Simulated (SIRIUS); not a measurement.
Crystal: MoS2.

```xyz
3
Lattice="1.5800 0.9122 6.1500 -1.5800 0.9122 6.1500 0.0000 -1.8244 6.1500" Properties=species:S:1:pos:R:3 pbc="T T T"
Mo    0.0000    0.0000    0.0000
S     0.0000    0.0000    7.6936
S     0.0000    0.0000    4.6125
```

Measurements of this composition are mostly on another form, of space group No. 194.

Base run:

| Quantity | Value |
| --- | --- |
| Program | SIRIUS 7.12.0 |
| Functional | PBE |
| Potentials or basis | PseudoDojo 0.4.1 PBE standard (scalar relativistic) |
| Cutoff | 1102 eV |
| Density cutoff | 4408 eV |
| k mesh | 7 × 7 × 7 |
| Occupations | fermi-dirac, width 0.05 eV |
| Spin | no spin polarisation |
| Hubbard terms | Mo d U = 8 eV |

Its results: band gap on the k mesh 0.99 eV; pressure 7.1 GPa; largest force 0.459 eV/Å.

Problem. The run is repeated on the same cell with these changes: hubbard terms from Mo d U = 8 eV to Mo d U = 4 eV. What comes out?

Solution. Band gap on the k mesh 1.10 eV; pressure 5.4 GPa; largest force 0.511 eV/Å.

Caveats: an odd mesh through Γ misses points on the zone boundary, where band edges often lie.
